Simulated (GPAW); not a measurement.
**MgSe: single point with PBE**

The system is MgSe.

```
Se Mg
1.0
     0.00000    2.72550    2.72550
     2.72550    0.00000    2.72550
     2.72550    2.72550    0.00000
Se Mg
1 1
Direct
  0.48691 0.50455 0.49757
  0.00322 0.99083 0.99151
```

The cell isn't the ideal one: atoms moved at random, drawn with an rms of 0.05 Å.

| Property | Result |
| --- | --- |
| Program | GPAW 26.7.0 |
| Task | single point |
| Functional | PBE |
| Potentials or basis | GPAW PAW data sets (gpaw-data 1.2.1) |
| Cutoff | 800 eV |
| Basis | pw |
| k mesh | 8 × 8 × 8 |
| Occupations | fermi-dirac, width 0.05 eV |
| Spin | no spin polarisation |
| Maxiter | 150 |

```
Pressure               : 2.1 GPa
Largest force          : 0.153 eV/Å
Band gap on the k mesh : 1.82 eV, indirect (least direct gap 2.62 eV)
```

Forces in eV/Å, atoms in the order of the input:
```
Se  -0.135  0.069  0.017
Mg   0.135 -0.069 -0.017
```

Stress tensor (GPa, compression positive):
```
2.25 0.02 0.00
0.02 2.04 0.00
0.00 0.00 1.96
```

Levels at points of the mesh, in eV from the valence-band top:
| k point | band 6 | band 7 | band 8 | band 9 | band 10 | band 11 |
| --- | --- | --- | --- | --- | --- | --- |
| (0.00, 0.00, 0.00) | -0.01 | 0.00 | 0.00 | 2.62 | 7.42 | 7.43 |
| (0.00, 0.00, 0.50) | -4.95 | -0.59 | -0.58 | 3.84 | 6.12 | 6.12 |
| (0.00, 0.50, 0.00) | -4.94 | -0.59 | -0.58 | 3.84 | 6.11 | 6.12 |
| (0.00, 0.50, 0.50) | -4.26 | -1.78 | -1.78 | 1.82 | 3.97 | 11.75 |
| (0.50, 0.00, 0.00) | -4.94 | -0.59 | -0.58 | 3.84 | 6.11 | 6.12 |
| (0.50, 0.00, 0.50) | -4.26 | -1.79 | -1.78 | 1.82 | 3.96 | 11.76 |
| (0.50, 0.50, 0.00) | -4.26 | -1.79 | -1.78 | 1.82 | 3.96 | 11.76 |
| (0.50, 0.50, 0.50) | -4.95 | -0.58 | -0.58 | 3.84 | 6.12 | 6.12 |

Wall time 4.4 min on 1 thread of Arm Neoverse N1 (shared host), peak memory 0.4 GiB.

A k mesh can miss the band edges.
